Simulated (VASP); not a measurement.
Runs of VASP 6.6.1 on Te2Mo. Symmetry: P6_3/mmc, No. 194, hexagonal system. The conventional cell has a = 3.518 Å, b = 3.518 Å, c = 13.974 Å, α = 90.00°, β = 90.00°, γ = 120.00°. Te (site symmetry 3m) has 3 Mo at 2.72 Å as nearest neighbours. Mo (site symmetry -6m2) has 6 Te at 2.72 Å as nearest neighbours. 

```csv
level,gap on the mesh (eV),pressure (GPa),relaxed volume (Å³/atom),largest force (eV/Å)
PBE+D3,0.79,0.0,25.06,-
PBE+TS,(a),0.0,25.06,0.01
PBE+D4,0.68,0.0,24.30,-
PBEsol+D3(BJ),0.42,0.0,(b),0.01
PBE+rVV10,0.77,0.1,25.33,0.02
```

Alike in all rows: task relaxation of cell and atoms; potentials or basis VASP PAW PBE potentials, release 64 (Te, Mo_sv); no spin polarisation; cell relaxed; k mesh 9 × 9 × 2; cutoff (eV) 600; smearing fermi-dirac 0.05 eV.

Question: Estimate the missing entries.

Answer: (a) 0.78; (b) 22.71.

Caveats: spin-orbit coupling is left out, which moves the levels of the heavy elements; an odd mesh through Γ misses points on the zone boundary, where band edges often lie; the PAW data sets were made with another functional, which shifts forces and pressure a little (some runs).

A k mesh can miss the band edges, and the runs leave out spin-orbit coupling on Mo, Te.
